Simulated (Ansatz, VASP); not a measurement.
Fe in VASP and in Ansatz

File POSCAR:

```
Fe
1.0
   -1.4895802066      1.4895802066      1.4895802066
    1.4895802066     -1.4895802066      1.4895802066
    1.4895802066      1.4895802066     -1.4895802066
Fe
1
Direct
    0.0000000000      0.0000000000      0.0000000000
```

File INCAR.step1:

```
SYSTEM = Fe
PREC     = Accurate       ! precision mode
ENCUT    = 520            ! plane-wave cutoff, eV
ISMEAR   = -1             ! smearing method
SIGMA    = 0.05           ! smearing width, eV
LREAL    = .False.        ! projectors in reciprocal space
LASPH    = .True.         ! aspherical terms in the spheres
NELM     = 150            ! most SCF steps
ISPIN    = 2              ! spin polarisation
MAGMOM   = 3              ! initial moments
LMAXMIX  = 4              ! l up to which the mixer works
NBANDS   = 14             ! bands
GGA      = PE             ! functional
ALGO     = Normal         ! electronic algorithm
EDIFF    = 1E-4           ! SCF threshold, eV
LWAVE    = .True.         ! write WAVECAR
LCHARG   = .False.        ! write CHGCAR
```

The input INCAR.step2:

```
SYSTEM = Fe
PREC     = Accurate       ! precision mode
ENCUT    = 520            ! plane-wave cutoff, eV
EDIFF    = 1E-7           ! SCF threshold, eV
ISMEAR   = -1             ! smearing method
SIGMA    = 0.05           ! smearing width, eV
LREAL    = .False.        ! projectors in reciprocal space
LASPH    = .True.         ! aspherical terms in the spheres
NELM     = 150            ! most SCF steps
ALGO     = Normal         ! electronic algorithm
ISIF     = 2              ! what is computed and relaxed
LWAVE    = .False.        ! write WAVECAR
LCHARG   = .False.        ! write CHGCAR
ISPIN    = 2              ! spin polarisation
MAGMOM   = 3              ! initial moments
LORBIT   = 11             ! projections on sites
LMAXMIX  = 4              ! l up to which the mixer works
METAGGA  = R2SCAN         ! meta-GGA
LMIXTAU  = .True.       
NBANDS   = 14             ! bands
ISTART   = 1
```

KPOINTS

```
Automatic mesh
0
Gamma
  14 14 14
  0 0 0
```

Input for Ansatz:

```yaml
crystal:
  lattice:
    - [-1.4895802066, 1.4895802066, 1.4895802066]
    - [1.4895802066, -1.4895802066, 1.4895802066]
    - [1.4895802066, 1.4895802066, -1.4895802066]
  atoms:
    - { symbol: Fe, position: [0.0, 0.0, 0.0], spin: 3.0 }
magnetization:
  spin_polarized: true
kpoints:
  mp_grid: { grid: [14, 14, 14] }
scf:
  occupations: { method: fermi_dirac, width: 0.05 }
hamiltonian:
  xc: r2scan
  pseudopotentials: { kind: paw }
output:
  forces: true
  stress: true
  eigenvalues: true
  populations: true
  write_density: true
  write_potential: true
  elf: true
  volumetric_format: npy
```

Change from the starting cell: volume scaled by 1.1, PAW files.

Alike in both runs: task single point; functional r2SCAN; k mesh 14 × 14 × 14; occupations fermi-dirac, width 0.05 eV; collinear spin.

|  | VASP | Ansatz |
| --- | --- | --- |
| version | VASP 6.6.1 | Ansatz 0.2.0 |
| potentials or method | VASP PAW PBE potentials, release 64 (Fe) | PAW with Ansatz's default frozen-core files, scalar-relativistic |
| plane-wave cutoff (eV) | 520 | 500 |
| valence electrons in the cell | 8 | 16 |

```tsv
	VASP	Ansatz	Ansatz less VASP
pressure (GPa)	-15.6	-15.1	+0.43
net moment per atom (μB)	2.79	2.80	+0.014
size of the moment on the site where the two differ most (μB)	2.89	2.97	+0.084
```

Site moments also hang on the region over which each program counts them. The functional is the same, so the differences come from potentials, cutoffs and numerics. The two sets of potentials don't hold the same shells in valence. Ansatz warned: «stability_check_not_made».

Caveats: so large a pressure means that the cell lies far from this level's equilibrium, or that cutoff or potentials fall short (VASP); the potentials were made for another functional, which shifts forces and pressure (VASP).
